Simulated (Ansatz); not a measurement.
Here is an Ansatz 0.2.0 calculation.

The input input.yaml:

```yaml
crystal:
  lattice:
    - [3.63109312, 0.0, 0.0]
    - [0.0, 3.63109312, 0.0]
    - [0.0, 0.0, 3.63109312]
  atoms:
    - { symbol: Ti, position: [0.0, 0.0, 0.0] }
    - { symbol: Te, position: [0.5, 0.5, 0.5] }
hamiltonian:
  xc: lda
  pseudopotentials: { kind: paw }
  hubbard: { sites: [{ species: Ti, l: d, u_eff: 6.0 }] }
kpoints:
  mp_grid: { grid: [7, 7, 7] }
  band_path:
    path:
      - [[0.0, 0.0, 0.0], [0.0, 0.5, 0.0], [0.5, 0.5, 0.0], [0.0, 0.0, 0.0], [0.5, 0.5, 0.5], [0.0, 0.5, 0.0]]
      - [[0.5, 0.5, 0.0], [0.5, 0.5, 0.5]]
    npoints: 14
scf:
  occupations: { method: fermi_dirac, width: 0.05 }
  n_extra_bands: 6
output:
  forces: true
  stress: true
  eigenvalues: true
  fatbands: false
```

Potentials or basis: Ansatz PAW.

Run with:

```sh
$ ansatz run input.yaml --threads 2 --pin off --max-ram 5632MiB --backend cpu --events-out ev --progress --plain --runs-dir out
```

Q: Predict the pressure.

A: -8.5 GPa.

Q: What does it give for the band gap on the k mesh?

A: None (metal or under the smearing width).

Eigenvalues of the final occupation matrices:
```tsv
site	spin	trace	eigenvalues
site 1	1	1.37	0.10 0.10 0.10 0.53 0.53
```

Caveat: spin-orbit coupling is left out, which moves the levels of the heavy elements; U without spin polarisation on a metal has little footing; the PAW data sets come from PBE, with cores solved anew for the run's functional, which leaves a small shift of forces and pressure; the U is typed as a test and isn't derived for this compound.
